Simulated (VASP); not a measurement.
Here is a VASP 6.6.1 calculation.

The input INCAR:

```
  PREC = Accurate
  ENCUT = 600
  EDIFF = 1E-6
  ISMEAR = 1
  SIGMA = 0.1
  LREAL = False
  LASPH = True
  NELM = 80
  ALGO = Normal
  ISIF = 3
  LWAVE = False
  LCHARG = False
  METAGGA = R2SCAN
  LMIXTAU = True
  IBRION = 2
  NSW = 90
  EDIFFG = -0.01
  KPAR = 2
```

File KPOINTS:

```
regular mesh
0
Gamma
  8 8 8
```

POSCAR

```
Ta
1.0
    5.2810000000      0.0000000000      0.0000000000
    0.0000000000      5.2810000000      0.0000000000
    0.0000000000      0.0000000000      5.2810000000
Ta
8
Direct
    0.0000000000      0.0000000000      0.0000000000
    0.5000000000      0.5000000000      0.5000000000
    0.2500000000      0.0000000000      0.5000000000
    0.7500000000      0.0000000000      0.5000000000
    0.5000000000      0.7500000000      0.0000000000
    0.5000000000      0.2500000000      0.0000000000
    0.0000000000      0.5000000000      0.7500000000
    0.0000000000      0.5000000000      0.2500000000
```

Potentials or basis: VASP PAW PBE potentials, release 64 (Ta_pv).

Launch:

```console
$ cat potpaw_PBE.64/Ta_pv/POTCAR > POTCAR
$ mpirun -np 2 vasp_std > vasp.out
```

What does it give for the space group after relaxing (to 0.05 Å)?

Pm-3n (No. 223).

Estimate the relaxed volume.

18.56 Å³/atom.

Final structure:
```
Ta
1.0
     5.29492    0.00000    0.00000
     0.00000    5.29492    0.00000
     0.00000    0.00000    5.29492
Ta
8
Cartesian
  0.0000 0.0000 0.0000
  2.6475 2.6475 2.6475
  1.3237 0.0000 2.6475
  3.9712 0.0000 2.6475
  2.6475 3.9712 0.0000
  2.6475 1.3237 0.0000
  0.0000 2.6475 3.9712
  0.0000 2.6475 1.3237
```

Caveat: the PAW data sets were made with another functional, which shifts forces and pressure a little. The run has no spin-orbit coupling, so splittings on Ta are missing.
